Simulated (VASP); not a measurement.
# Na: work function with PBE

The system is Na, a slab with vacuum.

```xyz
3
Lattice="3.7670 0.0000 0.0000 -1.8835 3.2623 0.0000 0.0000 0.0000 21.1540" Properties=species:S:1:pos:R:3 pbc="T T T"
Na    0.0000    2.1749    7.5000
Na    1.8835    1.0874   10.5770
Na    0.0000    2.1749   13.6540
```

The slab is cut from a database's or a generator's crystal, which needn't be the stable form of the element.

```yaml
Program: VASP 6.6.1
Task: work function
Functional: PBE
Potentials_or_basis: VASP PAW PBE potentials, release 64 (Na_pv)
Cutoff: 520 eV
k_mesh: 8 × 8 × 1
Occupations: fermi-dirac, width 0.05 eV
Spin: no spin polarisation
Dipole_correction: yes
Further_INCAR_settings: ALGO = Normal; EDIFF = 1e-07; EFIELD = -0.1
```

| Property | Result |
| --- | --- |
| Largest force | 0.041 eV/Å |
| Band gap on the k mesh | none (metal or under the smearing width) |

Forces in eV/Å, atoms in the order of the input:
```
Na   0.000  0.000  0.039
Na   0.000  0.000  0.002
Na   0.000  0.000 -0.041
```

Levels at points of the mesh, in eV from the Fermi level:
```
           k point  band 8  band 9  band 10  band 11  band 12  band 13  band 14
(0.00, 0.00, 0.00)  -24.86  -24.86    -2.88    -2.05    -0.70     0.69     2.07
(0.50, 0.00, 0.00)  -24.87  -24.86     0.57     0.70     1.23     1.71     2.71
```

Run time: 23 s on 1 thread of Intel(R) Xeon(R) 6975P-C (Granite Rapids), on a shared host, peak memory 0.34 GiB.
